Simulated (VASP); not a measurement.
These are r2SCAN+rVV10, VASP's PBE PAW potentials (set 64) (plane waves; VASP) values and carry that method's errors.

The input files of a VASP run:

### POSCAR
```
CaF2
1
    0.0000000000     2.7137071620     2.7137071620
    2.7137071620    -0.0000000000     2.7137071620
    2.7137071620     2.7137071620     0.0000000000
Ca F
1 2
Direct
  1.0000000000   0.0000000000   1.0000000000
  0.2500000000   0.2500000000   0.2500000000
  0.7500000000   0.7500000000   0.7500000000
```

### KPOINTS
```
kpoints
0
gamma
 6 6 6
```

### INCAR
```
SYSTEM  =  CaF2
PREC  =  Accurate; ENCUT  =  520; LREAL  =  .FALSE.
LASPH  =  .TRUE.
EDIFF  =  1E-6; NELM  =  100; ALGO  =  Normal
LMIXTAU  =  .TRUE.
ISMEAR  =  0; SIGMA  =  0.05
METAGGA  =  R2SCAN; LUSE_VDW  =  .TRUE.; BPARAM  =  11.95
CPARAM  =  0.0093
IBRION  =  2; NSW  =  60; ISIF  =  3
EDIFFG  =  -0.02
LWAVE  =  .FALSE.; LCHARG  =  .FALSE.
```

POTCAR, in this order: Ca_sv F (PBE.64 set). Program: vasp_std.

Output of the run:

**OUTCAR**
```
 ion  position               nearest neighbor table
   1  0.000  0.000  0.000-   3 2.35   3 2.35   3 2.35   2 2.35   2 2.35   2 2.35   3 2.35   2 2.35
  LATTYP: Found a face centered cubic cell.
 ALAT       =     5.4274143240
 Subroutine PRICEL returns:
 Original cell was already a primitive cell.
 Subroutine GETGRP returns: Found 48 space group operations
The static configuration has the point symmetry O_h .
The dynamic configuration has the point symmetry O_h .
 Subroutine INISYM returns: Found 48 space group operations
 Subroutine IBZKPT returns following result:
 Found     16 irreducible k-points:

 Following reciprocal coordinates:
            Coordinates               Weight
  0.000000  0.000000  0.000000      1.000000
  0.166667  0.000000  0.000000      8.000000
  0.333333  0.000000  0.000000      8.000000
  0.500000  0.000000  0.000000      4.000000
  0.166667  0.166667  0.000000      6.000000
  0.333333  0.166667  0.000000     24.000000
  0.500000  0.166667  0.000000     24.000000
 -0.333333  0.166667  0.000000     24.000000
 -0.166667  0.166667  0.000000     12.000000
  0.333333  0.333333  0.000000      6.000000
  0.500000  0.333333  0.000000     24.000000
 -0.333333  0.333333  0.000000     12.000000
  0.500000  0.500000  0.000000      3.000000
  0.500000  0.333333  0.166667     24.000000
 -0.333333  0.333333  0.166667     24.000000
 -0.333333  0.500000  0.166667     12.000000
   k-points           NKPTS =     16   k-points in BZ     NKDIM =     16   number of bands    NBANDS=     16
   number of dos      NEDOS =    301   number of ions     NIONS =      3
   total plane-waves  NPLWV =  27000
   dimension x,y,z NGX =    30 NGY =   30 NGZ =   30
   dimension x,y,z NGXF=    60 NGYF=   60 NGZF=   60
   ions per type =               1   2
   PREC   = accura    normal or accurate (medium, high low for compatibility)
   ISTART =      0    job   : 0-new  1-cont  2-samecut
   ICHARG =      2    charge: 1-file 2-atom 10-const
...
```

OSZICAR:
```
       N       E                     dE             d eps       ncg     rms          rms(c)
DAV:   1     0.215419700234E+03    0.21542E+03   -0.14275E+04   512   0.157E+03
DAV:   2    -0.226477202394E+02   -0.23807E+03   -0.23516E+03   664   0.405E+02
DAV:   3    -0.325905229420E+02   -0.99428E+01   -0.99366E+01   544   0.927E+01
DAV:   4    -0.330072628004E+02   -0.41674E+00   -0.41657E+00   912   0.145E+01
DAV:   5    -0.330098316739E+02   -0.25689E-02   -0.25689E-02   544   0.125E+00    0.694E+00
DAV:   6    -0.254303068430E+02    0.75795E+01   -0.36094E+00   688   0.191E+01    0.310E+00
DAV:   7    -0.256733682719E+02   -0.24306E+00   -0.24902E+00   512   0.160E+01    0.241E+00
DAV:   8    -0.251137639051E+02    0.55960E+00   -0.60579E-01   512   0.972E+00    0.129E+00
DAV:   9    -0.247517684282E+02    0.36200E+00   -0.65851E-01   584   0.738E+00    0.132E+00
DAV:  10    -0.251813923073E+02   -0.42962E+00   -0.66463E-01   584   0.764E+00    0.404E-01
DAV:  11    -0.251679151221E+02    0.13477E-01   -0.13913E-02   584   0.147E+00    0.354E-01
DAV:  12    -0.251915900629E+02   -0.23675E-01   -0.19437E-02   512   0.157E+00    0.485E-02
DAV:  13    -0.251919613908E+02   -0.37133E-03   -0.14198E-03   600   0.426E-01    0.259E-02
DAV:  14    -0.251914559008E+02    0.50549E-03   -0.51180E-04   528   0.276E-01    0.502E-02
DAV:  15    -0.251921889876E+02   -0.73309E-03   -0.59212E-04   536   0.248E-01    0.494E-03
DAV:  16    -0.251922380151E+02   -0.49027E-04   -0.19174E-05   664   0.557E-02    0.710E-04
DAV:  17    -0.251922389871E+02   -0.97195E-06   -0.63623E-07   496   0.953E-03
   1 F= -.25192239E+02 E0= -.25192239E+02  d E =-.251922E+02
```

OUTCAR:
```
------------------------ aborting loop because EDIFF is reached ----------------------------------------
  FORCE on cell =-STRESS in cart. coord.  units (eV):
  Direction    XX          YY          ZZ          XY          YZ          ZX
  --------------------------------------------------------------------------------------
  Total        0.0357490      0.0357490      0.0357490     -0.0000000      0.0000000      0.0000000
  in kB        1.4330290      1.4330290      1.4330290     -0.0000000      0.0000000      0.0000000
  external PRESSURE =       1.4330290 kB  Pullay stress =       0.0000000 kB
  volume of cell :       39.97
      direct lattice vectors                 reciprocal lattice vectors
     0.000000000  2.713707162  2.713707162    -0.184249799  0.184249799  0.184249799
     2.713707162  0.000000000  2.713707162     0.184249799 -0.184249799  0.184249799
     2.713707162  2.713707162  0.000000000     0.184249799  0.184249799 -0.184249799
 POSITION                                       TOTAL-FORCE (eV/Angst)
 -----------------------------------------------------------------------------------
      0.00000      0.00000      0.00000        -0.000000     -0.000000      0.000000
      1.35685      1.35685      1.35685         0.000000      0.000000      0.000000
      4.07056      4.07056      4.07056        -0.000000     -0.000000     -0.000000
 -----------------------------------------------------------------------------------
    total drift:                                0.000000     -0.000000      0.000000
  FREE ENERGIE OF THE ION-ELECTRON SYSTEM (eV)
  ---------------------------------------------------
  free  energy   TOTEN  =       -25.1922389871 eV

  energy  without entropy=      -25.1922389871  energy(sigma->0) =      -25.19223899

 reached required accuracy - stopping structural energy minimisation
```
(Selected blocks of OUTCAR.)

The compound is CaF2 in the fluorite structure. It was relaxed first. The start is the result of an earlier pass.
